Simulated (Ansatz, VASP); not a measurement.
**Two plane-wave programs on Ni**

```xyz
3
Lattice="4.1256 0.0000 0.0000 -2.0628 3.5729 0.0000 0.0000 0.0000 2.4831" Properties=species:S:1:pos:R:3 pbc="T T T"
Ni   -2.0628    3.5729    0.0000
Ni    0.0000    2.3819    1.2415
Ni    2.0628    1.1910    1.2415
```

Alike in both runs: task single point; functional revPBE; k mesh 12 × 12 × 17; occupations fermi-dirac, width 0.1 eV; no spin polarisation.

|  | VASP | Ansatz |
| --- | --- | --- |
| version | VASP 6.6.1 | Ansatz 0.2.0 |
| potentials or method | VASP PAW PBE potentials, release 64 (Ni) | plane waves (420 eV) with PAW, scalar-relativistic |
| plane-wave cutoff (eV) | 520 | 420 |
| valence electrons in the cell | 30 | 54 |

```csv
,VASP,Ansatz,Ansatz less VASP
pressure (GPa),-11.0,-11.4,-0.40
largest component of the traceless stress (GPa),0.19,0.26,+0.069
```

The functional is the same, so the differences come from potentials, cutoffs and numerics. The two sets of potentials don't hold the same shells in valence.

Caveats: the PAW data sets were made with another functional, which shifts forces and pressure a little (VASP); the run has no spin polarisation, though such a crystal can be magnetic. Spin polarisation is off, so any magnetic state and its effect on volume and gap are missing.
